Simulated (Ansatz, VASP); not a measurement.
**SnSe2 in VASP and in Ansatz**

```
Sn Se
1.0
     3.87282    0.00000    0.00000
    -1.93641    3.35396    0.00000
     0.00000    0.00000    7.40310
Sn Se
1 2
Direct
  0.00000 0.00000 0.00000
  0.33333 0.66667 0.21540
  0.66667 0.33333 0.78460
```

Alike in both runs: functional PBE; k mesh 12 × 12 × 4; occupations gaussian, width 0.02 eV; no spin polarisation.

Ansatz relaxed the structure, and its values are those at the end. VASP's run is a single point on that final structure, the one shown.

|  | VASP | Ansatz |
| --- | --- | --- |
| version | VASP 6.6.1 | Ansatz 0.2.0 |
| potentials or method | VASP PAW PBE potentials, release 64 (Sn_d, Se) | scalar-relativistic, plane waves, PAW |
| plane-wave cutoff (eV) | 520 | 420 |
| valence electrons in the cell | 26 | 46 |

Ansatz gave:

```
gap on the k mesh at the Fermi level (eV) : 0.73
least direct gap on the mesh (eV)         : 1.07
pressure (GPa)                            : -0.1
rms of the force components (eV/Å)        : 0.000
```

**Question.** Estimate VASP's values.

**Answer.** gap on the k mesh at the Fermi level (eV): 0.73; least direct gap on the mesh (eV): 1.06; pressure (GPa): 0.0; rms of the force components (eV/Å): 0.005.

With one functional, cell and mesh, what is left measures potentials, basis and numerics. The two sets of potentials don't hold the same shells in valence.

Caveats: spin-orbit coupling is left out, which moves the levels of the heavy elements; this functional lacks dispersion, which binds the layers, so the pressure and a relaxed spacing across them are unreliable. A k mesh can miss the band edges.
